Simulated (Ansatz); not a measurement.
**How WS2 stores the work of compression**

Theory: DFT r2SCAN, scalar-relativistic, plane waves, PAW (Ansatz 0.2.0). (500 eV cutoff, 12×12×1 k-mesh, Gaussian smearing of 0.02 eV, no spin polarisation)

Reference structure (relaxed):

```yaml
crystal:
  lattice:
    - [3.18145, 0.00000, 0.00000]
    - [-1.59073, 2.75522, 0.00000]
    - [0.00000, 0.00000, 28.69620]
  atoms:
    - { symbol: W, position: [0.66667, 0.33333, 0.65972] }
    - { symbol: W, position: [0.33333, 0.66667, 0.88748] }
    - { symbol: W, position: [0.33333, 0.66667, 0.43198] }
    - { symbol: S, position: [0.66667, 0.33333, 0.94181] }
    - { symbol: S, position: [0.66667, 0.33333, 0.48633] }
    - { symbol: S, position: [0.33333, 0.66667, 0.71406] }
    - { symbol: S, position: [0.66667, 0.33333, 0.83313] }
    - { symbol: S, position: [0.66667, 0.33333, 0.37765] }
    - { symbol: S, position: [0.33333, 0.66667, 0.60537] }
```

Cell and atoms were relaxed at each target pressure within the start's symmetry (P-6m2), at zero temperature; other phases can be more stable under pressure. H = E + PV with P the target; E is the free energy at the smearing used, whose derivative the pressure is, per atom and counted from zero pressure. The mesh named is that at zero pressure; some other pressures ran on another.

Spin-orbit coupling is left out, which matters for the bands and energies of heavy elements.

| P (GPa) | V (Å³/atom) | E − E0 (meV) | H − H0 (meV) |
| --- | --- | --- | --- |
| 0 | 27.949 | 0.0 | 0.0 |
| 3 | 18.080 | 10.6 | 349.2 |
| 8 | 16.965 | 46.9 | 894.0 |
| 15 | 16.010 | 114.0 | 1612.9 |
| 30 | 14.699 | 293.5 | 3045.7 |

Task: Thermodynamics gives dH/dP = V along a relaxed path. Integrate V over P by the trapezoid rule and compare with the computed enthalpies.

Result: With 1 eV/Å³ = 160.22 GPa, each step adds the mean volume times ΔP / 160.22:
```tsv
P (GPa)	∫V dP (meV)	H − H0 (meV)	difference (meV)
3	430.9	349.2	81.7
8	977.8	894.0	83.8
15	1698.1	1612.9	85.2
30	3135.7	3045.7	90.0
```

V(P) curves upward, so the trapezoid rule runs high; integrating a smooth curve through the same points (P as a polynomial of degree 4 in ln V) puts that excess at about 16.0 meV at 30 GPa, against the 90.0 meV found. What is left comes from the shape of V(P) between points this far apart, and from the mesh, the smearing and the stress tolerance.

Task: At 30 GPa, how much of the enthalpy change is stored energy and how much is the PV term?

Result: E rises by 293 meV/atom and PV is 30 × 14.699 / 160.22 = 2752 meV/atom, so PV makes 90 % of ΔH. So between rival structures at high pressure a small difference in volume can outweigh the difference in energy: 1 % of this volume is worth 27.5 meV/atom at this pressure.

Task: What bulk modulus do the lowest pressures give, and how is the compression shared among the axes?

Result: From the pressures that the runs reached, 0.00 GPa (27.949 Å³) and 2.99 GPa (18.080 Å³), B = −ΔP/Δln V = 2.99 / 0.4355 = 7 GPa, a mean over that range. Where layers or molecules are held by dispersion forces, this functional describes the zero-pressure volume and B poorly. The linear compressibilities −Δln(length)/ΔP are 2.65 along a, 2.65 along b, 140.22 along c (in TPa⁻¹). With fixed angles they add up to 1/B: 145.52 against 145.52. Softest: c, at 96 % of the volume change per axis.

Task: The gap is 1.481 eV at 0.00 GPa and 1.130 eV at 2.99 GPa. What pressure coefficient and volume deformation potential follow?

Result: dE_g/dP = -117.2 meV/GPa, and a_V = dE_g/d ln V = −B dE_g/dP = 0.81 eV. A gap that closes or barely moves under pressure is usual where the conduction edge lies away from the zone centre, has d character, or where the bands broaden faster than they shift. The band edges lie at other k points in the two runs, so this is a mean over different edges. Gaps are generalised Kohn–Sham gaps over the whole zone.

This form isn't the usual stable structure of the compound.